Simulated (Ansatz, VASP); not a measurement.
# One calculation of Re, two programs

```
Re
1.0
     0.00000    1.86937    2.18155
     1.86937    0.00000    2.18155
     1.86937    1.86937    0.00000
Re
1
Cartesian
  0.0000 0.0000 0.0000
```

Alike in both runs: task single point; functional PBE; k mesh 10 × 10 × 10; occupations gaussian, width 0.15 eV; no spin polarisation.

|  | VASP | Ansatz |
| --- | --- | --- |
| version | VASP 6.6.1 | Ansatz 0.2.0 |
| potentials or method | VASP PAW PBE potentials, release 64 (Re) | scalar-relativistic, plane waves, PAW |
| plane-wave cutoff (eV) | 520 | 420 |
| valence electrons in the cell | 7 | 15 |

```tsv
	VASP	Ansatz	Ansatz less VASP
gap on the k mesh at the Fermi level (eV)	none	none	-
pressure (GPa)	-2.7	-2.0	+0.68
largest component of the traceless stress (GPa)	26.78	27.32	+0.535
```

A gap of «none» marks a metal or a gap that the smearing closes. With one functional, cell and mesh, what is left measures potentials, basis and numerics. The two sets of potentials don't hold the same shells in valence.

The runs have no spin-orbit coupling, so splittings on Re are missing.
